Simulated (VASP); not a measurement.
# GaSb (F-43m) in VASP: density of states with PBEsol

Aim: the density of states of GaSb with PBEsol.

Program: VASP 6.6.1. These are calculated values, not measurements. Logs are shortened: lines on timing, memory, paths and dates and some standing lists are left out, and cuts for length are marked.

### Step 1. The structure

It takes space group F-43m (No. 216, cubic). The conventional cell has a = 6.111 Å, b = 6.111 Å, c = 6.111 Å, α = 90.00°, β = 90.00°, γ = 90.00°. Ga (site symmetry -43m) has 4 Sb at 2.65 Å as nearest neighbours. Sb (site symmetry -43m) has 4 Ga at 2.65 Å as nearest neighbours.

The cell was built by a generator and isn't the measured one.

### Step 2. Density of states, PBEsol

POSCAR reads:

```
GaSb
1.0
    0.0000000000      3.0556827770      3.0556827770
    3.0556827770      0.0000000000      3.0556827770
    3.0556827770      3.0556827770      0.0000000000
Ga Sb
1 1
Direct
    0.0000000000      0.0000000000      0.0000000000
    0.2500000000      0.2500000000      0.2500000000
```

INCAR.step1 reads:

```
SYSTEM = GaSb
PREC = Accurate
ENCUT = 520
EDIFF = 1E-6
ISMEAR = 0
SIGMA = 0.1
LREAL = .False.
LASPH = .True.
NELM = 100
ALGO = Fast
ISIF = 2
LWAVE = .False.
LCHARG = .True.
GGA = PS
NBANDS = 16
```

KPOINTS.step1 reads:

```
Automatic mesh
0
Gamma
  12 12 12
  0 0 0
```

INCAR.step2 reads:

```
SYSTEM = GaSb
PREC = Accurate
ENCUT = 520
EDIFF = 1E-6
ISMEAR = -5
SIGMA = 0.1
LREAL = .False.
LASPH = .True.
NELM = 100
ALGO = Fast
ISIF = 2
LWAVE = .False.
LCHARG = .False.
GGA = PS
LORBIT = 11
NBANDS = 16
NEDOS = 2001
ICHARG = 11
```

KPOINTS.step2 reads:

```
Automatic mesh
0
Gamma
  18 18 18
  0 0 0
```

Potentials or basis: VASP PAW PBE potentials, release 64 (Ga_d, Sb).

On the command line:

```
cat potpaw_PBE.64/Ga_d/POTCAR potpaw_PBE.64/Sb/POTCAR > POTCAR
cp INCAR.step1 INCAR
cp KPOINTS.step1 KPOINTS
mpirun -np 1 vasp_std > vasp.out
cp INCAR.step2 INCAR
cp KPOINTS.step2 KPOINTS
mpirun -np 1 vasp_std > vasp.out
```

OUTCAR:

```text
SYSTEM = GaSb
   PREC = Accurate
   ENCUT = 520
   EDIFF = 1E-6
   ISMEAR = -5
   LREAL = .False.
   LASPH = .True.
   NELM = 100
   ISIF = 2
   GGA = PS
   LORBIT = 11
   ICHARG = 11

 ion  position               nearest neighbor table
   1  0.000  0.000  0.000-   2 2.65   2 2.65   2 2.65   2 2.65
   2  0.250  0.250  0.250-   1 2.65   1 2.65   1 2.65   1 2.65

  LATTYP: Found a face centered cubic cell.
 ALAT       =     6.1113655540

  Lattice vectors:

 A1 = (   0.0000000000,   3.0556827770,   3.0556827770)
 A2 = (   3.0556827770,   0.0000000000,   3.0556827770)
 A3 = (   3.0556827770,   3.0556827770,   0.0000000000)

Analysis of symmetry for initial positions (statically):
=====================================================================
 Subroutine PRICEL returns:
 Original cell was already a primitive cell.

 Routine SETGRP: Setting up the symmetry group for a
 face centered cubic supercell.

 Subroutine GETGRP returns: Found 24 space group operations
 (whereof 24 operations were pure point group operations)
 out of a pool of 48 trial point group operations.

The static configuration has the point symmetry T_d .

Analysis of symmetry for dynamics (positions and initial velocities):
=====================================================================
 Subroutine PRICEL returns:
 Original cell was already a primitive cell.

 Routine SETGRP: Setting up the symmetry group for a
 face centered cubic supercell.

 Subroutine GETGRP returns: Found 24 space group operations
 (whereof 24 operations were pure point group operations)
 out of a pool of 48 trial point group operations.

The dynamic configuration has the point symmetry T_d .

 Subroutine INISYM returns: Found 24 space group operations
 (whereof 24 operations are pure point group operations),
 and found     1 'primitive' translations

----------------------------------------------------------------------------------------

                                     Primitive cell

  volume of cell :      57.0630

  direct lattice vectors                    reciprocal lattice vectors
     0.000000000  3.055682777  3.055682777    -0.163629551  0.163629551  0.163629551
     3.055682777  0.000000000  3.055682777     0.163629551 -0.163629551  0.163629551
     3.055682777  3.055682777  0.000000000     0.163629551  0.163629551 -0.163629551

  length of vectors
     4.321388026  4.321388026  4.321388026     0.283414695  0.283414695  0.283414695

  position of ions in fractional coordinates (direct lattice)
     0.000000000  0.000000000  0.000000000
     0.250000000  0.250000000  0.250000000

  ion indices of the primitive-cell ions
   primitive index   ion index
                 1           1
                 2           2

----------------------------------------------------------------------------------------

 KPOINTS: Automatic mesh

Automatic generation of k-mesh.
 Grid dimensions read from file:
 generate k-points for:   18   18   18

 Generating k-lattice:

  Cartesian coordinates                     Fractional coordinates (reciprocal lattice)
    -0.009090531  0.009090531  0.009090531     0.055555556  0.000000000  0.000000000
     0.009090531 -0.009090531  0.009090531     0.000000000  0.055555556  0.000000000
     0.009090531  0.009090531 -0.009090531     0.000000000  0.000000000  0.055555556

  Length of vectors
     0.015745261  0.015745261  0.015745261

  Shift w.r.t. Gamma in fractional coordinates (k-lattice)
     0.000000000  0.000000000  0.000000000

 TETIRR: Found    806 inequivalent tetrahedra from    34992

 Subroutine IBZKPT returns following result:
 ===========================================

 Found    195 irreducible k-points:

 Following reciprocal coordinates:
            Coordinates               Weight
  0.000000  0.000000  0.000000      1.000000
  0.055556  0.000000  0.000000      8.000000
  0.111111  0.000000  0.000000      8.000000
  0.166667  0.000000  0.000000      8.000000
  0.222222  0.000000  0.000000      8.000000
  0.277778  0.000000  0.000000      8.000000
[... 16 lines left out ...]
 -0.277778  0.055556  0.000000     24.000000
 -0.222222  0.055556  0.000000     24.000000
 [... further k-points ...]
   k-points           NKPTS =    195   k-points in BZ     NKDIM =    195   number of bands    NBANDS=     16
   number of dos      NEDOS =   2001   number of ions     NIONS =      2
   total plane-waves  NPLWV =  32768
   dimension x,y,z NGX =    32 NGY =   32 NGZ =   32
   dimension x,y,z NGXF=    64 NGYF=   64 NGZF=   64
   ions per type =               1   1
   NGX,Y,Z   is equivalent  to a cutoff of  12.31, 12.31, 12.31 a.u.
   NGXF,Y,Z  is equivalent  to a cutoff of  24.62, 24.62, 24.62 a.u.
 SYSTEM =  GaSb
   PREC   = accura    normal or accurate (medium, high low for compatibility)
   ISTART =      0    job   : 0-new  1-cont  2-samecut
   ICHARG =     11    charge: 1-file 2-atom 10-const
   ISPIN  =      1    spin polarized calculation?
   LNONCOLLINEAR =      F non collinear calculations
   LSORBIT =      F    spin-orbit coupling
   LASPH  =      T    aspherical Exc in radial PAW
   ENCUT  =  520.0 eV  38.22 Ry    6.18 a.u.   8.03  8.03  8.03*2*pi/ulx,y,z
   NELM   =    100;   NELMIN=  2; NELMDL=  0     # of ELM steps
   EDIFF  = 0.1E-05   stopping-criterion for ELM
   LREAL  =      F    real-space projection
   EDIFFG = 0.1E-04   stopping-criterion for IOM
   NSW    =      0    number of steps for IOM
   IBRION =     -1    ionic relax: 0-MD 1-quasi-New 2-CG
   NFREE  =      0    steps in history (QN), initial steepest desc. (CG)
   ISIF   =      2    stress and relaxation
   ISYM   =      2    0-nonsym 1-usesym 2-fastsym
   POTIM  = 0.5000    time-step for ionic-motion
   TEBEG  =    0.0;   TEEND  =   0.0 temperature during run
   PSTRESS=    0.0 pullay stress
   NELECT =      18.0000    total number of electrons
   NUPDOWN=      -1.0000    fix difference up-down
   EMIN   =  10.00;   EMAX   =-10.00  energy-range for DOS
   EFERMI =   0.00;   METHOD = LEGACY
   ISMEAR =    -5;   SIGMA  =   0.10  broadening in eV -4-tet -1-fermi 0-gaus
   EFERMI_NEDOS =   21; number of points for ismear=-14 and -15
   IALGO  =     68    algorithm
   IMIX   =      4    mixing-type and parameters
     AMIX     =   0.40;   BMIX     =  1.00
     AMIX_MAG =   1.60;   BMIX_MAG =  1.00
  volume/ion in A,a.u.               =      28.53       192.54
  Fermi-wavevector in a.u.,A,eV,Ry     =   1.114416  2.105941 16.897393  1.241923
  Thomas-Fermi vector in A             =   2.251011
   LORBIT       =     11    0 simple, 1 ext, 2 COOP (PROOUT), +10 PAW based schemes
   GGA     = PS    functional components
   LHFCALC =     F    Hartree Fock is set to
   AEXX    =    0.0000 exact exchange contribution
   IVDW    =     0    specifies the selected vdW correction
   LEPSILON=     F    determine dielectric tensor
   LRPA    =     F    only Hartree local field effects (RPA)
 non-spin polarized calculation
 RMM-DIIS sequential band-by-band and
 Fermi weights with tetrahedron method with Bloechl corrections
  energy-cutoff  :      520.00
  volume of cell :       57.06
 maximum number of plane-waves:      1572

 number of electron      17.9999985 magnetization

 Free energy of the ion-electron system (eV)
  ---------------------------------------------------
  ext. energy  EPLUGINS =         0.00000000
  ---------------------------------------------------
  free energy    TOTEN  =        -8.15652741 eV

  energy without entropy =       -8.15652741  energy(sigma->0) =       -8.15652741

 E-fermi :   4.7643     XC(G=0):  -9.2811

 val. band max:        4.7622885919   @ k =   0.0000   0.0000   0.0000
 cond. band min:       4.7769714238   @ k =   0.0000   0.0000   0.0000
 fundamental gap:      0.0146828319
 Fermi energy:         4.7643070584

 k-point     1 :       0.0000    0.0000    0.0000
  band No.  band energies     occupation
      1     -10.2392      2.00000
      2     -10.2392      2.00000
      3     -10.2392      2.00000
      4     -10.1874      2.00000
      5     -10.1874      2.00000
      6      -6.7634      2.00000
[... 8 lines left out ...]
     15      13.3702      0.00000
     16      13.3703      0.00000

 k-point     2 :       0.0556    0.0000    0.0000
  band No.  band energies     occupation
      1     -10.2401      2.00000
      2     -10.2388      2.00000
      3     -10.2388      2.00000
      4     -10.1874      2.00000
      5     -10.1874      2.00000
      6      -6.7313      2.00000
[... 8 lines left out ...]
     15      13.0433      0.00000
     16      13.0434      0.00000

 k-point     3 :       0.1111    0.0000    0.0000
  band No.  band energies     occupation
      1     -10.2427      2.00000
      2     -10.2377      2.00000
      3     -10.2377      2.00000
      4     -10.1875      2.00000
      5     -10.1875      2.00000
      6      -6.6358      2.00000
[... 8 lines left out ...]
     15      12.6176      0.00000
     16      12.6176      0.00000

 k-point     4 :       0.1667    0.0000    0.0000
  band No.  band energies     occupation
      1     -10.2466      2.00000
      2     -10.2361      2.00000
      3     -10.2361      2.00000
      4     -10.1877      2.00000
      5     -10.1877      2.00000
      6      -6.4796      2.00000
[... 8 lines left out ...]
     15      12.3329      0.00000
     16      12.3329      0.00000
[... 324 lines left out ...]
 k-point    22 :      -0.3333    0.0556    0.0000
  band No.  band energies     occupation
      1     -10.2629      2.00000
      2     -10.2300      2.00000
      3     -10.2293      2.00000
      4     -10.1881      2.00000
      5     -10.1872      2.00000
      6      -5.5989      2.00000
[... 8 lines left out ...]
     15      12.5897      0.00000
     16      13.7406      0.00000

 k-point    23 :      -0.2778    0.0556    0.0000
  band No.  band energies     occupation
      1     -10.2586      2.00000
      2     -10.2317      2.00000
      3     -10.2307      2.00000
      4     -10.1884      2.00000
      5     -10.1873      2.00000
      6      -5.8891      2.00000
[... 8 lines left out ...]
     15      12.1278      0.00000
     16      13.1917      0.00000

 k-point    24 :      -0.2222    0.0556    0.0000
  band No.  band energies     occupation
      1     -10.2538      2.00000
      2     -10.2336      2.00000
      3     -10.2325      2.00000
      4     -10.1884      2.00000
      5     -10.1873      2.00000
      6      -6.1589      2.00000
[... 8 lines left out ...]
     15      11.9395      0.00000
     16      12.8388      0.00000

 [... further k-points ...]

------------------------ aborting loop because EDIFF is reached ----------------------------------------

  FORCE on cell =-STRESS in cart. coord.  units (eV):
  Direction    XX          YY          ZZ          XY          YZ          ZX
  --------------------------------------------------------------------------------------
  -------------------------------------------------------------------------------------
  Total        0.0126035      0.0126035      0.0126035      0.0000000      0.0000000      0.0000000
  in kB        0.3538738      0.3538738      0.3538738      0.0000000      0.0000000      0.0000000
  external PRESSURE =       0.3538738 kB  Pullay stress =       0.0000000 kB

 VOLUME and BASIS-vectors are now :
 -----------------------------------------------------------------------------
  energy-cutoff  :      520.00
  volume of cell :       57.06
      direct lattice vectors                 reciprocal lattice vectors
     0.000000000  3.055682777  3.055682777    -0.163629551  0.163629551  0.163629551
     3.055682777  0.000000000  3.055682777     0.163629551 -0.163629551  0.163629551
     3.055682777  3.055682777  0.000000000     0.163629551  0.163629551 -0.163629551

 POSITION                                       TOTAL-FORCE (eV/Angst)
 -----------------------------------------------------------------------------------
      0.00000      0.00000      0.00000        -0.000000     -0.000000     -0.000000
      1.52784      1.52784      1.52784         0.000000      0.000000      0.000000
 -----------------------------------------------------------------------------------
    total drift:                                0.000000      0.000000      0.000000

  FREE ENERGIE OF THE ION-ELECTRON SYSTEM (eV)
  ---------------------------------------------------
  free  energy   TOTEN  =        -8.1565274149 eV

  energy  without entropy=       -8.1565274149  energy(sigma->0) =       -8.15652741

 total charge

# of ion       s       p       d       tot
------------------------------------------
    1        0.911   0.768   9.963  11.641
    2        1.132   1.336   0.028   2.495
--------------------------------------------------
tot          2.042   2.104   9.991  14.137
```

Wall time 54 s (1 thread of Intel Xeon 6975P-C (Granite Rapids), shared host); peak memory 0.31 GiB.

Results:

```
Valence electrons inside the program's atomic spheres : Ga 11.64; Sb 2.50
```

Levels at points of the mesh, in eV from the valence-band top:
| k point | band 7 | band 8 | band 9 | band 10 | band 11 | band 12 |
| --- | --- | --- | --- | --- | --- | --- |
| (0.00, 0.00, 0.00) | 0.00 | 0.00 | 0.00 | 0.01 | 2.76 | 2.76 |
| (0.50, 0.00, 0.00) | -6.41 | -1.16 | -1.16 | 0.35 | 3.72 | 3.72 |
| (0.50, 0.50, 0.00) | -6.85 | -2.60 | -2.60 | 0.84 | 1.16 | 8.69 |

States per cell in windows of 1 eV (zero at the valence-band top; states under -8 eV left out):
```csv
from (eV),total,Sb2_p,Ga1_p,Ga1_s,Sb2_d,Sb2_s,Ga1_d
-8.0,0.00,0.00,0.00,0.00,0.00,0.00,0.00
-7.0,1.04,0.12,0.02,0.39,0.00,0.06,0.00
-6.0,0.54,0.07,0.02,0.16,0.00,0.06,0.00
-5.0,0.25,0.03,0.01,0.06,0.00,0.04,0.00
-4.0,0.96,0.21,0.13,0.04,0.00,0.02,0.01
-3.0,1.48,0.37,0.24,0.03,0.01,0.02,0.02
-2.0,1.38,0.40,0.23,0.02,0.01,0.01,0.02
-1.0,0.37,0.12,0.06,0.00,0.00,0.00,0.01
0.0,0.11,0.01,0.01,0.02,0.00,0.01,0.00
1.0,1.36,0.17,0.10,0.21,0.04,0.08,0.03
2.0,1.04,0.12,0.13,0.11,0.03,0.06,0.03
3.0,1.49,0.14,0.29,0.04,0.07,0.04,0.04
4.0,1.56,0.19,0.27,0.04,0.09,0.02,0.06
5.0,1.17,0.14,0.23,0.02,0.07,0.02,0.04
6.0,1.20,0.13,0.22,0.02,0.07,0.02,0.05
7.0,1.52,0.14,0.17,0.03,0.13,0.02,0.08
```

Caveat: the PAW data sets were made with another functional, which shifts forces and pressure a little. The run has no spin-orbit coupling, so splittings on Sb are missing.
